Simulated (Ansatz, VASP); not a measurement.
**One calculation of InSb3, two programs**

```
In Sb
1.0
     0.00000    3.79011    3.79011
     3.79011    0.00000    3.79011
     3.79011    3.79011    0.00000
In Sb
1 3
Direct
  0.00000 0.00000 0.00000
  0.25000 0.25000 0.25000
  0.75000 0.75000 0.75000
  0.50000 0.50000 0.50000
```

Alike in both runs: functional PBE; k mesh 10 × 10 × 10; occupations gaussian, width 0.1 eV; no spin polarisation.

Ansatz relaxed the structure, and its values are those at the end. VASP's run is a single point on that final structure, the one shown.

```csv
,VASP,Ansatz
version,VASP 6.6.1,Ansatz 0.2.0
potentials or method,"VASP PAW PBE potentials, release 64 (In_d, Sb)","scalar-relativistic, plane waves, PAW"
plane-wave cutoff (eV),520,420
valence electrons in the cell,28,58
```

```tsv
	VASP	Ansatz	Ansatz less VASP
gap on the k mesh at the Fermi level (eV)	none	none	-
pressure (GPa)	-0.1	0.0	+0.10
```

A gap of «none» marks a metal or a gap that the smearing closes. The two sets of potentials don't hold the same shells in valence.

Spin-orbit coupling is left out, which matters for the levels of Sb.
